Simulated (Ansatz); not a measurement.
# TaN: stress in a strained cell

TaN is deformed so: zz strain of -3 %. What stress and forces result, by LAPW, PAW and all-electron datasets made for the crystal?

Program: Ansatz 0.2.0. Level of theory: DFT PBEsol, scalar-relativistic. These are calculated values, not measurements.

2 further runs of the same task are left out: 2 set aside as unsound or not needed.

## 1. The structure to begin with

It takes space group Fm-3m (No. 225, cubic). Conventional cell: a = 4.358 Å, b = 4.358 Å, c = 4.358 Å, α = 90.00°, β = 90.00°, γ = 90.00°. Around Ta (site symmetry m-3m) lie 6 N at 2.18 Å. Around N (site symmetry m-3m) lie 6 Ta at 2.18 Å.

Structure file:

```
Ta N
1.0
     0.00000    2.17900    2.17900
     2.17900    0.00000    2.17900
     2.17900    2.17900    0.00000
Ta N
1 1
Direct
  0.50000 0.50000 0.50000
  0.00000 0.00000 0.00000
```

Atoms are numbered in the order of the input: Ta1, N2.

## 2. After the deformation

Space group Fm-3m before, I4/mmm after.

## 3. Full-potential LAPW

input.yaml

```yaml
crystal:
  lattice:
    - [0.0, 2.179, 2.11363]
    - [2.179, 0.0, 2.11363]
    - [2.179, 2.179, 0.0]
  atoms:
    - { symbol: Ta, position: [0.5, 0.5, 0.5] }
    - { symbol: "N", position: [0.0, 0.0, 0.0] }
kpoints:
  mp_grid: { grid: [9, 9, 9] }
  band_path:
    path:
      - [0.0, 0.0, 0.0]
      - [0.0, 0.5, 0.5]
      - [0.25, 0.75, 0.5]
      - [0.0, 0.5, 0.0]
      - [0.0, 0.0, 0.0]
      - [0.5, 0.5, 0.0]
      - [0.3828515251, 0.6171484749, 0.0]
      - [-0.3828515251, 0.3828515251, 0.0]
      - [0.0, 0.0, 0.0]
    npoints: 5
scf:
  occupations: { method: fermi_dirac, width: 0.02 }
hamiltonian:
  xc: pbesol
  pseudopotentials: { kind: all_electron, lapw: { basis_error: 0.0005 } }
output:
  forces: true
  stress: true
  eigenvalues: true
```

The run is started by

```
$ ansatz run input.yaml --threads 1 --pin off --max-ram 3072MiB --backend cpu --events-out ev --progress --plain --runs-dir out
```

## 4. PAW with frozen cores

input.yaml

```yaml
crystal:
  lattice:
    - [0.0, 2.179, 2.11363]
    - [2.179, 0.0, 2.11363]
    - [2.179, 2.179, 0.0]
  atoms:
    - { symbol: Ta, position: [0.5, 0.5, 0.5] }
    - { symbol: "N", position: [0.0, 0.0, 0.0] }
kpoints:
  mp_grid: { grid: [9, 9, 9] }
scf:
  occupations: { method: fermi_dirac, width: 0.02 }
hamiltonian:
  xc: pbesol
  pseudopotentials: { kind: paw }
output:
  forces: true
  stress: true
  eigenvalues: true
  efg: { contact_densities: true }
```

## 5. Datasets made for this crystal

Edit input.yaml of step 4 so:

```diff
@@ -14,3 +14,3 @@
   xc: pbesol
-  pseudopotentials: { kind: paw }
+  pseudopotentials: { kind: all_electron, datasets: crystal }
 output:
```

(Steps that only read results are left out.)

Before running it: what results should come out? Wanted: pressure; largest shear or deviatoric stress.

As calculated:

```
                                 quantity                                              value
                                 pressure  LAPW 17.31, PAW 17.49, crystal datasets 17.31 GPa
largest shear or deviatoric stress (LAPW)                                          16.88 GPa
```

**Reading.** Against the undeformed cell the largest change of stress is +29.89 GPa, in the zz component, with the atoms carried along and not relaxed. PAW: stress within 0.34 GPa of LAPW. Crystal datasets: stress within 0.01 GPa of LAPW. Spin-orbit coupling is left out, though the cell holds Ta; in elements this heavy it can shift bands and gaps by tenths of an eV.
